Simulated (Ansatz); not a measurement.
Runs of Ansatz 0.2.0 on AlN. The structure is hexagonal, space group P6_3mc (No. 186). Conventional cell: a = 3.113 Å, b = 3.113 Å, c = 4.981 Å, α = 90.00°, β = 90.00°, γ = 120.00°. Around Al (site symmetry 3m) lie 4 N at 1.89 Å. N (site symmetry 3m) has 4 Al at 1.89 Å as nearest neighbours. 

| task | level | cell | k mesh | smearing | mesh quality | gap on the mesh (eV) | pressure (GPa) | relaxed volume (Å³/atom) | largest force (eV/Å) |
| --- | --- | --- | --- | --- | --- | --- | --- | --- | --- |
| phonons | LDA | as given | 7 × 7 × 5 | fixed | not flagged | (c) | - | - | - |
| atomic charges | B3LYP+D3(BJ) | volume scaled by 0.92 | 5 × 5 × 3 | fermi-dirac 0.02 eV | coarse | 7.04 | 12.4 | - | (b) |
| relaxation of cell and atoms | BLYP+D4 | relaxed | 10 × 10 × 6 | fermi-dirac 0.05 eV | not flagged | 4.63 | 0.0 | 10.30 | - |
| single point | PBE | as given | 10 × 10 × 6 | gaussian 0.03 eV | not flagged | (d) | 3.7 | - | 0.13 |
| relaxation of cell and atoms | revPBE | relaxed | 10 × 10 × 6 | fermi-dirac 0.05 eV | not flagged | 3.94 | 0.0 | (a) | - |

Alike in all rows: potentials or basis Ansatz PAW; no spin polarisation; cutoff (eV) 420.

Q: Fill in the values left out.

A: (a) 10.79; (b) 0.18; (c) 4.24; (d) 4.21.

Caveats: some runs use coarse meshes; the PAW data sets come from PBE, with cores solved anew for the run's functional, which leaves a small shift of forces and pressure (some runs); odd divisions of the mesh miss points on the zone boundary, where band edges often lie, so the gap on the mesh can be too wide (some runs); the plane-wave basis is chosen anew once the cell has moved, so the energies of steps on either side of that aren't comparable (some runs); the thresholds are loose for stress (some runs).

A k mesh can miss the band edges.
